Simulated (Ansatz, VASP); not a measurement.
# One calculation of AlAu, two programs

File INCAR:

```
SYSTEM = AlAu
  PREC = Accurate
  ENCUT = 520
  EDIFF = 1E-7
  ISMEAR = -1
  SIGMA = 0.05
  LREAL = .FALSE.
  LASPH = .TRUE.
  NELM = 60
  ALGO = Normal
  ISIF = 2
  LWAVE = .FALSE.
  LCHARG = .FALSE.
  GGA = PS
  NBANDS = 14
```

KPOINTS

```
regular mesh
0
G
  8 8 8
  0 0 0
```

POSCAR

```
AlAu
1.0
    3.2663671547      0.0000000000      0.0000000000
    0.0000000000      3.2663671547      0.0000000000
    0.0000000000      0.0000000000      3.2663671547
Au Al
1 1
Direct
    0.5000000000      0.5000000000      0.5000000000
    0.0000000000      0.0000000000      0.0000000000
```

input.yaml

```yaml
crystal:
  lattice:
    - [3.2663671547, 0.0, 0.0]
    - [0.0, 3.2663671547, 0.0]
    - [0.0, 0.0, 3.2663671547]
  atoms:
    - { symbol: Au, position: [0.5, 0.5, 0.5] }
    - { symbol: Al, position: [0.0, 0.0, 0.0] }
hamiltonian:
  xc: pbesol
  pseudopotentials: { kind: paw }
kpoints:
  mp_grid: { grid: [8, 8, 8] }
scf:
  occupations: { method: fermi_dirac, width: 0.05 }
output:
  forces: true
  stress: true
  eigenvalues: true
  write_density: true
  write_potential: true
  elf: true
  volumetric_format: npy
```

Change from the starting cell: volume scaled by 1.04.

Alike in both runs: task single point; functional PBEsol; k mesh 8 × 8 × 8; occupations fermi-dirac, width 0.05 eV; no spin polarisation.

|  | VASP | Ansatz |
| --- | --- | --- |
| version | VASP 6.6.1 | Ansatz 0.2.0 |
| potentials or method | VASP PAW PBE potentials, release 64 (Au, Al) | Ansatz PAW |
| plane-wave cutoff (eV) | 520 | 420 |
| valence electrons in the cell | 14 | 22 |

Ansatz gave:

- gap on the k mesh at the Fermi level (eV): none
- pressure (GPa): -8.5

Q: What did VASP give for the same quantities?

A: gap on the k mesh at the Fermi level (eV): none; pressure (GPa): -8.6.

A gap of «none» marks a metal or a gap that the smearing closes. With one functional, cell and mesh, what is left measures potentials, basis and numerics. The two sets of potentials don't hold the same shells in valence.

Caveats: the PAW data sets were made with another functional, which shifts forces and pressure a little (VASP); the PAW data sets come from PBE, with cores solved anew for the run's functional, which leaves a small shift of forces and pressure (Ansatz). The runs have no spin-orbit coupling, so splittings on Au are missing.
